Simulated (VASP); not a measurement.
# Vibrations of WS2 (Tungstenite) at several levels of theory, part 2 of 3

Aim: the vibrations of WS2 (Tungstenite) at the zone centre, at several levels of theory. The starting structure is a measured crystal structure from the Crystallography Open Database.

VASP 6.6.1.

## 2. Modes with LDA (continued)

Level of this step: LDA; plane waves and PAW (W, S) (VASP).

From OUTCAR (step 2):

```text
ion  position               nearest neighbor table
   1  0.999  0.999  0.999-   3 2.39   3 2.39   3 2.39   2 2.39   2 2.39   2 2.39
   2  0.580  0.580  0.580-   1 2.39   1 2.39   1 2.39
   3  0.752  0.752  0.752-   1 2.39   1 2.39   1 2.39

  LATTYP: Found a trigonal (rhomboedric) cell.
 ALAT       =     6.3159131305
 COS(alpha) =     0.8773533138

 Subroutine GETGRP returns: Found  6 space group operations
 (whereof  6 operations were pure point group operations)

The static configuration has the point symmetry C_3v.

 Found    189 irreducible k-points:

   k-points           NKPTS =    189   k-points in BZ     NKDIM =    189   number of bands    NBANDS=     15

   dimension x,y,z NGX =    48 NGY =   48 NGZ =   48
   dimension x,y,z NGXF=    96 NGYF=   96 NGZF=   96

   ENCUT  =  450.0 eV  33.07 Ry    5.75 a.u.  10.92 10.92 10.92*2*pi/ulx,y,z

   NELECT =      18.0000    total number of electrons

 k-points in reciprocal lattice and weights: Automatic mesh
   0.00000000  0.00000000  0.00000000       0.001
   0.08333333  0.00000000 -0.00000000       0.003
   0.16666667  0.00000000  0.00000000       0.003
   0.25000000  0.00000000  0.00000000       0.003
   0.33333333 -0.00000000  0.00000000       0.003
   0.41666667  0.00000000 -0.00000000       0.003
   0.50000000  0.00000000  0.00000000       0.002
   0.08333333  0.08333333 -0.00000000       0.003
   0.16666667  0.08333333  0.00000000       0.007
[...]
-0.41666667  0.50000000  0.41666667       0.003
   0.50000000  0.50000000  0.50000000       0.001

 average (electrostatic) potential at core
       1 -39.8162       2 -85.8027       3 -85.7958

  Total        0.0015428      0.0015428      0.0014478      0.0000000      0.0000000      0.0000000
  in kB        0.0481954      0.0481954      0.0452279      0.0000000      0.0000000      0.0000000
  external PRESSURE =       0.0472062 kB  Pullay stress =       0.0000000 kB

  energy-cutoff  :      450.00
  volume of cell :       51.29
      direct lattice vectors                 reciprocal lattice vectors
     1.564044334  0.903001417  6.052198975     0.319684033  0.184569662  0.055076400
    -1.564044334  0.903001417  6.052198975    -0.319684033  0.184569662  0.055076400
     0.000000000 -1.806002835  6.052198975     0.000000000 -0.369139325  0.055076400

 POSITION                                       TOTAL-FORCE (eV/Angst)
 -----------------------------------------------------------------------------------
      0.00000      0.00000     18.14469         0.000000     -0.000000     -0.001512
      0.00000      0.00000     10.53110         0.000000      0.000000      0.000202
      0.00000      0.00000     13.65269         0.000000      0.000000      0.001310
 -----------------------------------------------------------------------------------
    total drift:                               -0.000000      0.000000      0.000067

 MACROSCOPIC STATIC DIELECTRIC TENSOR (including local field effects in DFT)
 ------------------------------------------------------
          14.055714     0.000000     0.000000
           0.000000    14.055714     0.000000
           0.000000     0.000000     6.979231
 ------------------------------------------------------

 PIEZOELECTRIC TENSOR (including local field effects)  for field in x, y, z        (C/m^2)
          XX          YY          ZZ          XY          YZ          ZX
  --------------------------------------------------------------------------------
  x     0.00000     0.00000     0.00000    -0.35559     0.00000    -0.03042
  y    -0.35559     0.35559    -0.00000     0.00000    -0.03042     0.00000
  z     0.00820     0.00820    -0.09156     0.00000    -0.00000     0.00000

 BORN EFFECTIVE CHARGES (including local field effects) (in |e|, cummulative output)
 ---------------------------------------------------------------------------------
 ion    1
    1    -0.70459     0.00000     0.00000
    2     0.00000    -0.70459    -0.00000
    3     0.00000    -0.00000    -0.62509
 ion    2
    1     0.34269     0.00000     0.00000
    2     0.00000     0.34269     0.00000
    3     0.00000     0.00000     0.25656
 ion    3
    1     0.36190     0.00000     0.00000
    2     0.00000     0.36190     0.00000
    3     0.00000     0.00000     0.36853

 Eigenvectors and eigenvalues of the dynamical matrix
 ----------------------------------------------------

   1 f  =   13.185293 THz    82.845642 2PiTHz  439.814048 cm-1    54.529968 meV
             X         Y         Z           dx          dy          dz
      0.000000  0.000000 18.144686    -0.000000   -0.000000   -0.504956
      0.000000  0.000000 10.531099     0.000000    0.000000    0.521104
      0.000000  0.000000 13.652690     0.000000    0.000000    0.688092

   2 f  =   12.825992 THz    80.588084 2PiTHz  427.829038 cm-1    53.044016 meV
             X         Y         Z           dx          dy          dz
      0.000000  0.000000 18.144686    -0.000000   -0.000000   -0.060111
      0.000000  0.000000 10.531099     0.000000    0.000000    0.774025
      0.000000  0.000000 13.652690     0.000000   -0.000000   -0.630295

   3 f  =   10.803137 THz    67.878114 2PiTHz  360.353875 cm-1    44.678166 meV
             X         Y         Z           dx          dy          dz
      0.000000  0.000000 18.144686     0.000001    0.508530   -0.000000
      0.000000  0.000000 10.531099    -0.000001   -0.606683    0.000000
      0.000000  0.000000 13.652690    -0.000001   -0.611010    0.000000

   4 f  =   10.803137 THz    67.878114 2PiTHz  360.353875 cm-1    44.678166 meV
             X         Y         Z           dx          dy          dz
      0.000000  0.000000 18.144686     0.508530   -0.000001   -0.000000
      0.000000  0.000000 10.531099    -0.606683    0.000001    0.000000
      0.000000  0.000000 13.652690    -0.611010    0.000001   -0.000000

   5 f  =    9.087175 THz    57.096406 2PiTHz  303.115538 cm-1    37.581520 meV
             X         Y         Z           dx          dy          dz
      0.000000  0.000000 18.144686     0.000000    0.001565   -0.000000
      0.000000  0.000000 10.531099    -0.000002   -0.708963    0.000000
      0.000000  0.000000 13.652690     0.000002    0.705244   -0.000000

   6 f  =    9.087175 THz    57.096406 2PiTHz  303.115538 cm-1    37.581520 meV
             X         Y         Z           dx          dy          dz
      0.000000  0.000000 18.144686    -0.001565    0.000000   -0.000000
      0.000000  0.000000 10.531099     0.708963   -0.000002    0.000000
      0.000000  0.000000 13.652690    -0.705244    0.000002   -0.000000

   7 f/i=    0.000160 THz     0.001006 2PiTHz    0.005342 cm-1     0.000662 meV
             X         Y         Z           dx          dy          dz
      0.000000  0.000000 18.144686    -0.829332    0.231524   -0.000000
      0.000000  0.000000 10.531099    -0.346350    0.096690   -0.000000
      0.000000  0.000000 13.652690    -0.346337    0.096687   -0.000000

   8 f/i=    0.000160 THz     0.001006 2PiTHz    0.005342 cm-1     0.000662 meV
             X         Y         Z           dx          dy          dz
      0.000000  0.000000 18.144686    -0.231524   -0.829332   -0.000000
      0.000000  0.000000 10.531099    -0.096690   -0.346350   -0.000000
      0.000000  0.000000 13.652690    -0.096687   -0.346337   -0.000000

   9 f/i=    0.001039 THz     0.006530 2PiTHz    0.034665 cm-1     0.004298 meV
             X         Y         Z           dx          dy          dz
      0.000000  0.000000 18.144686    -0.000000   -0.000000    0.861050
      0.000000  0.000000 10.531099    -0.000000   -0.000000    0.359633
      0.000000  0.000000 13.652690    -0.000000   -0.000000    0.359524

 MACROSCOPIC STATIC DIELECTRIC TENSOR IONIC CONTRIBUTION
 ------------------------------------------------------
           0.077205    -0.000000    -0.000000
          -0.000000     0.077205     0.000000
          -0.000000     0.000000     0.041737
 ------------------------------------------------------

 ELASTIC MODULI CONTR FROM IONIC RELAXATION (kBar)
 Direction    XX          YY          ZZ          XY          YZ          ZX
 --------------------------------------------------------------------------------
 XX        -517.3714   -353.4280  -1130.2253     -0.0000     16.6957     -0.0000
 YY        -353.4280   -517.3714  -1130.2253     -0.0000    -16.6957     -0.0000
 ZZ       -1130.2253  -1130.2253  -2933.8774     -0.0000     -0.0000     -0.0000
 XY          -0.0000     -0.0000     -0.0000    -81.9717     -0.0000     13.5702
 YZ          16.6957    -16.6957     -0.0000     -0.0000  -1488.2953     -0.0000
 ZX          -0.0000     -0.0000     -0.0000     13.5702     -0.0000  -1446.6886
 --------------------------------------------------------------------------------

 PIEZOELECTRIC TENSOR IONIC CONTR  for field in x, y, z        (C/m^2)
          XX          YY          ZZ          XY          YZ          ZX
  --------------------------------------------------------------------------------
  x    -0.00000    -0.00000    -0.00000    -0.07467    -0.00000    -0.00956
  y    -0.07467     0.07467    -0.00000     0.00000    -0.00702     0.00000
  z    -0.01910    -0.01910    -0.04945     0.00000    -0.00000     0.00000
```

Energies printed during the response cycles are not total energies of the cell. The data set W keeps the semicore shell frozen, which is cheaper and a little less accurate.

LDA: the zone-centre modes are A1 (2) 439.8, A1 (1) 427.8, E (2) 360.4, E (1) 303.1 cm⁻¹.

## 3. Modes with LDA at the measured cell

The atoms were first relaxed in the fixed cell, in a run that isn't shown.

The input, INCAR:

```
SYSTEM = WS2
PREC = Accurate
ENCUT = 450
EDIFF = 1E-08
NELM = 100
ISMEAR = 0
SIGMA = 0.03
LREAL = .FALSE.
ALGO = Normal
GGA = CA
NBANDS = 15
LASPH = .TRUE.
LORBIT = 11
LWAVE = .FALSE.
LCHARG = .FALSE.
KPAR = 4
IBRION = 8
LEPSILON = .TRUE.
LPEAD = .TRUE.
ISIF = 2
```

The input, POSCAR:

```
WS2
1.0
    1.5790000000      0.9116360751      6.1633333333
   -1.5790000000      0.9116360751      6.1633333333
    0.0000000000     -1.8232721501      6.1633333333
W S
1 2
Direct
    0.9993329089      0.9993329089      0.9993329089
    0.5820875814      0.5820875814      0.5820875814
    0.7498795098      0.7498795098      0.7498795098
```

The input, KPOINTS:

```
Automatic mesh
0
Gamma
12 12 12
0 0 0
```

The projector-augmented-wave data sets are W and S (LDA family, release 64).

Run with:

```
mpirun -np 4 vasp_std
```

Log:

```text
[... set-up lines as in an earlier step ...]
 entering main loop
       N       E                     dE             d eps       ncg     rms          rms(c)
DAV:   1     0.666205168690E+02    0.66621E+02   -0.73889E+03  5726   0.929E+02
DAV:   2    -0.231813738082E+02   -0.89802E+02   -0.84593E+02  7479   0.205E+02
DAV:   3    -0.276636589268E+02   -0.44823E+01   -0.44515E+01  7511   0.470E+01
DAV:   4    -0.277154839471E+02   -0.51825E-01   -0.51803E-01  7308   0.558E+00
[...]
DAV:  13    -0.263264954766E+02    0.11141E-05   -0.14577E-05  7364   0.231E-02    0.130E-02
DAV:  14    -0.263264954241E+02    0.52584E-07   -0.10076E-06  7546   0.705E-03    0.693E-03
DAV:  15    -0.263264954224E+02    0.17019E-08   -0.50075E-08  7539   0.154E-03
   1 F= -.26326495E+02 E0= -.26326495E+02  d E =-.585744E-23
 Linear response reoptimize wavefunctions to high precision
DAV:   1    -0.263264954213E+02    0.10432E-08   -0.73875E-08  7273   0.155E-03
DAV:   2    -0.263264954218E+02   -0.52910E-09   -0.53365E-09  7343   0.489E-04
[...]
RMM:  13    -0.926876385336E-01    0.32104E-08    0.34166E-09 25409   0.344E-06    0.484E-07
 first order change of Fermi-energy  -0.79371E-05
 force on displaced ion       3 direction 1 : -10.833   0.000   0.000
 Born effective charge ion    3 direction 1 :   0.346  -0.003   0.000
 Linear response progress:
  Degree of freedom:   6/  6
       N       E                     dE             d eps       ncg     rms          rms(c)
RMM:   1    -0.136731080716E+00   -0.13673E+00    0.16385E-02 13139   0.216E+00
RMM:   2    -0.132593159943E+00    0.41379E-02   -0.26406E-03  8874   0.377E-01    0.352E-01
RMM:   3    -0.132492600895E+00    0.10056E-03   -0.34255E-04  9436   0.107E-01    0.253E-01
RMM:   4    -0.132561326962E+00   -0.68726E-04   -0.12794E-04  9472   0.542E-02    0.947E-02
[...]
RMM:  11    -0.132623568033E+00   -0.26047E-07   -0.72558E-08 10129   0.204E-05    0.950E-06
RMM:  12    -0.132623585862E+00   -0.17830E-07   -0.22575E-08 10166   0.105E-05    0.203E-06
RMM:  13    -0.132623591115E+00   -0.52525E-08   -0.16737E-08  8765   0.520E-06    0.988E-07
 first order change of Fermi-energy  -0.82269E+01
 force on displaced ion       3 direction 3 :   0.000  -0.000 -18.912
 Born effective charge ion    3 direction 3 :   0.000   0.000   0.316
 Born effective charges drift removed
 Linear response finished
```

Elapsed: 34 min, on 4 MPI ranks of Intel Xeon 6975P-C (Granite Rapids), shared host; peak memory 6.3 GiB.

From OUTCAR (step 3):

```text
  Total       -1.0429973     -1.0429973     -0.2888748      0.0000000     -0.0000000     -0.0000000
  in kB      -31.3923079    -31.3923079     -8.6946028      0.0000000     -0.0000000     -0.0000000
  external PRESSURE =     -23.8264062 kB  Pullay stress =       0.0000000 kB

 POSITION                                       TOTAL-FORCE (eV/Angst)
 -----------------------------------------------------------------------------------
      0.00000      0.00000     18.47767         0.000000      0.000000      0.001182
      0.00000      0.00000     10.76280         0.000000      0.000000      0.000035
      0.00000      0.00000     13.86527         0.000000     -0.000000     -0.001217
 -----------------------------------------------------------------------------------
    total drift:                               -0.000000      0.000000      0.000012

 MACROSCOPIC STATIC DIELECTRIC TENSOR (including local field effects in DFT)
 ------------------------------------------------------
          13.886150     0.000000     0.000000
           0.000000    13.886150     0.000000
          -0.000000     0.000000     6.275330
 ------------------------------------------------------

 MACROSCOPIC STATIC DIELECTRIC TENSOR IONIC CONTRIBUTION
 ------------------------------------------------------
           0.070985     0.000000     0.000000
           0.000000     0.070985     0.000000
           0.000000     0.000000     0.031918
 ------------------------------------------------------

[... 1 part as in an earlier step ...]

[... 1 further part left out ...]
```

With LDA at the measured cell the modes are A1 (2) 435.0, A1 (1) 423.3, E (2) 356.3, E (1) 299.2 cm⁻¹; the largest shift is -4.8 cm⁻¹, in A1 (2), from LDA.

## 4. Modes with PBEsol

PBEsol restores the gradient expansion of exchange and is tuned for the cells of solids. The cell comes from a relaxation at this level, not shown (54.39 Å³).

INCAR: that of step 3 with these lines changed.

```diff
@@ -9,3 +9,3 @@
 ALGO = Normal
-GGA = CA
+GGA = PS
 NBANDS = 15
```

The input, POSCAR:

```
WS2
1.0
    1.5717910557      0.9074739892      6.3551120885
   -1.5717910557      0.9074739892      6.3551120885
    0.0000000000     -1.8149479783      6.3551120885
W S
1 2
Direct
    0.9993292634      0.9993292634      0.9993292634
    0.5837860953      0.5837860953      0.5837860953
    0.7481846413      0.7481846413      0.7481846413
```

KPOINTS is that of step 3.

PAW data sets: W and S (PBE family, release 64).

Run with:

```
mpirun -np 4 vasp_std
```

Log:

```text
[banner, memory and clock lines left out]
running    4 mpi-ranks, on    1 nodes
[...]
|                                                                             |
|               ----> ADVICE to this user running VASP <----                  |
|                                                                             |
|     You enforced a specific xc type in the INCAR file but a different       |
|     [... a line on the potential file left out ...]
|     I HOPE YOU KNOW WHAT YOU ARE DOING!                                     |
|                                                                             |

 LDA part: xc-table for (Slater+PW92), standard interpolation
 POSCAR, INCAR and KPOINTS ok, starting setup
[...]
entering main loop
       N       E                     dE             d eps       ncg     rms          rms(c)
DAV:   1     0.702823083648E+02    0.70282E+02   -0.74119E+03  5782   0.931E+02
DAV:   2    -0.217271821466E+02   -0.92009E+02   -0.86249E+02  7464   0.215E+02
[...]
RMM:  12    -0.929010894247E-01    0.46605E-08    0.14575E-08 44122   0.848E-06    0.115E-06
 first order change of Fermi-energy   0.14323E-04
 force on displaced ion       3 direction 1 : -10.834   0.000   0.000
 Born effective charge ion    3 direction 1 :   0.333  -0.003   0.000
 Linear response progress:
  Degree of freedom:   6/  6
       N       E                     dE             d eps       ncg     rms          rms(c)
RMM:   1    -0.138683929122E+00   -0.13868E+00    0.18373E-02 13230   0.216E+00
RMM:   2    -0.134929315402E+00    0.37546E-02   -0.26552E-03  8884   0.400E-01    0.359E-01
RMM:   3    -0.134818233265E+00    0.11108E-03   -0.34153E-04  9521   0.113E-01    0.265E-01
RMM:   4    -0.134879161609E+00   -0.60928E-04   -0.12067E-04  9527   0.533E-02    0.102E-01
[...]
RMM:  12    -0.134938990554E+00   -0.30742E-07   -0.83618E-09  9078   0.307E-05    0.553E-06
RMM:  13    -0.134939006834E+00   -0.16280E-07   -0.11251E-08 10522   0.109E-05    0.139E-06
RMM:  14    -0.134939011987E+00   -0.51531E-08    0.68338E-09  8466   0.763E-06    0.550E-07
 first order change of Fermi-energy   0.11903E+01
 force on displaced ion       3 direction 3 :   0.000  -0.000 -18.908
 Born effective charge ion    3 direction 3 :   0.000   0.000   0.232
 Born effective charges drift removed
 Linear response finished
```

The job ended after 26 min (4 MPI ranks; peak memory 6.6 GiB).

(Part 2 of 3 ends here.)

[Lines on the potential files, build, host, timing and source positions are cut from VASP's logs without a mark.]

[Logs are printed without paths, hosts, clocks, repeated set-up lines and the standing remarks that a program may print on its own settings, such as how far it seeks lower states.]

[Hosts, paths, dates, database ids (printed as entryN), source tags and the programs' standing remarks are cut or masked in the printed files.]
